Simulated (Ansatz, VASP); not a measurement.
MgS in VASP and in Ansatz

The input INCAR:

```
PREC = Accurate
ENCUT = 520
EDIFF = 1E-7
ISMEAR = 0
SIGMA = 0.05
LREAL = False
LASPH = True
NELM = 100
ALGO = Normal
ISIF = 2
LWAVE = False
LCHARG = False
GGA = PS
NBANDS = 16
```

Contents of KPOINTS:

```
Automatic mesh
0
Gamma
  9 9 4
```

POSCAR

```
MgS
1.0
    4.0898980757      0.0000000000      0.0000000000
   -2.0449490378      3.5419556324      0.0000000000
    0.0000000000      0.0000000000      6.2596019996
Mg S
2 2
Direct
    0.6666666667      0.3333333333      0.4957548500
    0.3333333333      0.6666666667      0.9957548500
    0.3333333333      0.6666666667      0.3792441500
    0.6666666667      0.3333333333      0.8792441500
```

Input for Ansatz:

```yaml
crystal:
  lattice:
    - [4.0898980757, 0.0, 0.0]
    - [-2.0449490378, 3.5419556324, 0.0]
    - [0.0, 0.0, 6.2596019996]
  atoms:
    - { symbol: Mg, position: [0.6666666667, 0.3333333333, 0.49575485] }
    - { symbol: Mg, position: [0.3333333333, 0.6666666667, 0.99575485] }
    - { symbol: S, position: [0.3333333333, 0.6666666667, 0.37924415] }
    - { symbol: S, position: [0.6666666667, 0.3333333333, 0.87924415] }
basis:
  ecutwfc: 420
kpoints:
  mp_grid: { grid: [9, 9, 4] }
hamiltonian:
  xc: pbesol
scf:
  occupations: { method: gaussian, width: 0.05 }
output:
  forces: true
  stress: true
  eigenvalues: true
```

Alike in both runs: task single point; functional PBEsol; k mesh 9 × 9 × 4; occupations gaussian, width 0.05 eV; no spin polarisation.

|  | VASP | Ansatz |
| --- | --- | --- |
| version | VASP 6.6.1 | Ansatz 0.2.0 |
| potentials or method | VASP PAW PBE potentials, release 64 (Mg, S) | scalar-relativistic, plane waves, PAW |
| plane-wave cutoff (eV) | 520 | 420 |
| valence electrons in the cell | 16 | 32 |

```csv
,VASP,Ansatz,Ansatz less VASP
gap on the k mesh at the Fermi level (eV),3.20,3.20,-0.001
least direct gap on the mesh (eV),3.20,3.20,-0.001
pressure (GPa),-0.4,-0.3,+0.09
largest component of the traceless stress (GPa),2.53,2.51,-0.018
rms of the force components (eV/Å),0.167,0.167,-0.0002
```

Atom by atom the forces differ by 0.000 eV/Å (rms over components). With one functional, cell and mesh, what is left measures potentials, basis and numerics. The two sets of potentials don't hold the same shells in valence.

Caveats: the PAW data sets were made with another functional, which shifts forces and pressure a little (VASP). PBEsol gaps usually lie below the measured ones, often by a third to a half.
